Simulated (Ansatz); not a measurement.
Sn in Ansatz: the effect of strain

Crystal: Sn.

```xyz
1
Lattice="-1.8947 1.8947 1.8189 1.8947 -1.8947 1.8189 1.8947 1.8947 -1.8189" Properties=species:S:1:pos:R:3 pbc="T T T"
Sn    0.0000    0.0000    0.0000
```

This isn't the form of Sn at room conditions, which is tetragonal (white tin).

Alike in all runs:

- Program: Ansatz 0.2.0
- Task: single point
- Functional: PBEsol
- Potentials or basis: Ansatz PAW
- Cutoff: 420 eV (not typed: the program's choice for these potentials)
- k mesh: 8 × 8 × 8
- Occupations: fermi-dirac, width 0.05 eV
- Spin: no spin polarisation
- Kind of strain: uniaxial

| strain | pressure (GPa) |
| --- | --- |
| -0.04 | ? |
| -0.02 | -0.8 |
| -0.01 | -1.3 |
| 0 | -1.7 |
| 0.01 | -2.1 |
| 0.02 | -2.5 |
| 0.04 | -3.3 |

Task: What does the run with strain -0.04 give?

Result: Pressure 0.1 GPa.

Worked out: A straight line through the other rows of the pressure, of slope -41.1 GPa per unit of strain, extrapolates to 0.0 GPa, against the run's 0.1.

Caveats: the PAW data sets come from PBE, with cores solved anew for the run's functional, which leaves a small shift of forces and pressure.
